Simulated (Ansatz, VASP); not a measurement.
## One calculation of Hf, two programs

The input INCAR:

```
SYSTEM = Hf
  PREC = Accurate
  ENCUT = 520
  EDIFF = 1E-8
  ISMEAR = -1
  SIGMA = 0.08
  LREAL = .False.
  LASPH = .True.
  NELM = 80
  ALGO = Normal
  ISIF = 2
  LWAVE = .False.
  LCHARG = .False.
  GGA = PS
  LEFG = .True.
  NBANDS = 11
```

File KPOINTS:

```
Automatic mesh
0
Gamma
  16 16 16
  0 0 0
```

Contents of POSCAR:

```
Hf
1.0
   -1.7989631656      1.7989631656      1.7989631656
    1.7989631656     -1.7989631656      1.7989631656
    1.7989631656      1.7989631656     -1.7989631656
Hf
1
Direct
    0.0000000000      0.0000000000      0.0000000000
```

Input for Ansatz:

```yaml
crystal:
  lattice:
    - [-1.7989631656, 1.7989631656, 1.7989631656]
    - [1.7989631656, -1.7989631656, 1.7989631656]
    - [1.7989631656, 1.7989631656, -1.7989631656]
  atoms:
    - { symbol: Hf, position: [0.0, 0.0, 0.0] }
kpoints:
  mp_grid: { grid: [16, 16, 16] }
scf:
  occupations: { method: fermi_dirac, width: 0.08 }
hamiltonian:
  xc: pbesol
  pseudopotentials: { kind: all_electron, datasets: crystal }
output:
  forces: true
  stress: true
  eigenvalues: true
  efg: { contact_densities: true }
```

Change from the starting cell: volume scaled by 0.99, crystal datasets.

Alike in both runs: task electric field gradients; functional PBEsol; k mesh 16 × 16 × 16; occupations fermi-dirac, width 0.08 eV; no spin polarisation.

|  | VASP | Ansatz |
| --- | --- | --- |
| version | VASP 6.6.1 | Ansatz 0.2.0 |
| potentials or method | VASP PAW PBE potentials, release 64 (Hf_pv) | all-electron PAW with datasets made for the crystal, scalar-relativistic |
| plane-wave cutoff (eV) | 520 | see its input |

```tsv
	VASP	Ansatz	Ansatz less VASP
pressure (GPa)	-8.4	-8.1	+0.32
Vzz of the field gradient on the site that differs most (V/Å²)	0.0	0.0	0.00
```

Ansatz ran all-electron here, so the differences hold the error of VASP's frozen core and of both bases. Ansatz warned: «gradients_without_spin_orbit».

Caveats: the PAW data sets were made with another functional, which shifts forces and pressure a little (VASP). The runs have no spin-orbit coupling, so splittings on Hf are missing.
